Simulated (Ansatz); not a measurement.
Here is an Ansatz 0.2.0 calculation.

File input.yaml:

```yaml
crystal:
  lattice:
    - [0.0, 2.9305, 2.9305]
    - [2.9305, 0.0, 2.9305]
    - [2.9305, 2.9305, 0.0]
  atoms:
    - { symbol: In, position: [0.0, 0.0, 0.0] }
    - { symbol: P, position: [0.75, 0.75, 0.75] }
kpoints:
  mp_grid: { grid: [8, 8, 8] }
scf:
  occupations: { method: gaussian, width: 0.014 }
hamiltonian:
  xc: pbe
  pseudopotentials: { kind: all_electron, lapw: { basis_error: 0.001 } }
output:
  forces: true
  stress: true
  eigenvalues: true
```

Potentials or basis: all-electron LAPW, scalar-relativistic.

Launch:

```console
$ ansatz run input.yaml --threads 1 --pin off --max-ram 3072MiB --backend cpu --events-out ev --progress --plain --runs-dir out
```

Problem. What does it give for the pressure?

Solution. 3.3 GPa.

Problem. Predict the band gap on the k mesh.

Solution. 0.71 eV, direct.

Caveat: spin-orbit coupling is left out, which moves the levels of the heavy elements.

**What was measured.**

A printed reference work, data compilation reports, for a bulk crystal of InP at 1.6 K: band gap 1.4236 eV (direct).

A measured gap of InP is 1.4236 eV (direct; 1.6 K; a printed reference work, data compilation); the calculated 0.71 eV misses it by -0.71 eV. Spin-orbit coupling on In is left out. The value is that of PBE, without temperature or zero-point motion. Semilocal functionals fall short of measured gaps as a rule.
